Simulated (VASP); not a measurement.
MnF2:

```
CELL_PARAMETERS angstrom
4.87380 0.00000 0.00000
0.00000 4.87380 0.00000
0.00000 0.00000 3.31070
ATOMIC_POSITIONS crystal
Mn 0.50000 0.50000 0.50000
Mn 0.00000 0.00000 0.00000
F 0.80530 0.19470 0.50000
F 0.69470 0.69470 0.00000
F 0.19470 0.80530 0.50000
F 0.30530 0.30530 0.00000
```

Base run:

- Program: VASP 6.6.1
- Functional: PBE
- Potentials or basis: VASP PAW PBE potentials, release 64 (Mn_pv, F)
- Cutoff: 520 eV
- k mesh: 6 × 6 × 8
- Occupations: fermi-dirac, width 0.05 eV
- Spin: collinear spin, ferromagnetic start
- Starting moments: [4.0, 4.0, 0.0, 0.0, 0.0, 0.0] μB

Its results: band gap on the k mesh 1.12 eV, direct; net moment 10.00 μB per cell.

Problem. After a change of settings the same cell gave: band gap on the k mesh 1.35 eV, direct; net moment 10.00 μB per cell; site moments Mn +4.60; F +0.09 μB. Which change was it?
A. functional from PBE to RPBE; further incar settings from ALGO = Normal; EDIFF = 1e-06 to ALGO = Normal; EDIFF = 1e-07; NBANDS = 40
B. further incar settings from ALGO = Normal; EDIFF = 1e-06 to ALGO = Normal; EDIFF = 1e-07; NBANDS = 40; moments at the start from [4.0, 4.0, 0.0, 0.0, 0.0, 0.0] to [5.5, 5.5, 0.0, 0.0, 0.0, 0.0]
C. occupations from fermi-dirac, width 0.05 eV to gaussian, width 0.011 eV; further incar settings from ALGO = Normal; EDIFF = 1e-06 to ALGO = Normal; EDIFF = 1e-06; NBANDS = 40

Solution. A.

Caveats: only a ferromagnetic start was run, and an antiferromagnetic order may lie lower in energy.
